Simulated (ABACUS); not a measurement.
Write the native input for ABACUS 3.10.1 that does the following.

```yaml
Task: single point
Functional: PBE
Potentials_or_basis: PseudoDojo NC SR 0.4.1 PBE standard
Cutoff: 1143 eV
Density_cutoff: 4572 eV
Basis: plane waves
k_mesh: 8 × 8 × 8
Occupations: fermi-dirac, width 0.05 eV
Spin: no spin polarisation
Radial_cutoff_of_the_potentials_pseudo_rcut: 10 bohr
SCF_threshold_on_the_density: 1e-08
Max_SCF_steps: 100
Eigensolver: dav
Mixing: broyden
Mixing_share: 0.7
Symmetry_key: 1
Bands: 18
```

InAs:

```
CELL_PARAMETERS angstrom
0.00000 3.01800 3.01800
3.01800 0.00000 3.01800
3.01800 3.01800 0.00000
ATOMIC_POSITIONS crystal
In 0.00000 0.00000 0.00000
As 0.75000 0.75000 0.75000
```

These files were run (other wordings do the same):

INPUT

```
INPUT_PARAMETERS
suffix              InAs
calculation         scf
basis_type          pw
pseudo_dir          ./
symmetry            1
dft_functional      pbe
ecutwfc             84
pseudo_rcut         10
nspin               1
nbands              18
ks_solver           dav
smearing_method     fd
smearing_sigma      0.00367493
scf_thr             1e-08
scf_nmax            100
mixing_type         broyden
mixing_beta         0.7
cal_force           1
cal_stress          1
out_chg             1
out_pot             2
out_elf             1
```

STRU

```
ATOMIC_SPECIES
In 114.8180 In.upf
As 74.9216 As.upf

LATTICE_CONSTANT
1.8897261246

LATTICE_VECTORS
0.0000000000 3.0180000000 3.0180000000
3.0180000000 0.0000000000 3.0180000000
3.0180000000 3.0180000000 0.0000000000

ATOMIC_POSITIONS
Direct

In
0.0
1
0.0000000000 0.0000000000 0.0000000000 1 1 1

As
0.0
1
0.7500000000 0.7500000000 0.7500000000 1 1 1
```

KPT

```
K_POINTS
0
Gamma
8 8 8 0 0 0
```

Potentials or basis: PseudoDojo NC SR 0.4.1 PBE standard, plane waves.

The run is started by

```console
$ OMP_NUM_THREADS=1 mpirun -np 4 abacus > log
```

It gave:

```json
{"Pressure": "4.4 GPa", "Band gap on the k mesh": "none (metal or under the smearing width)"}
```

Caveat: this crystal is a semiconductor, whose small gap the functional closes, so the metal is an error of the method.

Run time: 5.5 s on 4 MPI ranks on AMD EPYC 9R45 96-Core Processor (Zen 5), with other jobs on the host, peak memory 0.28 GiB a rank.
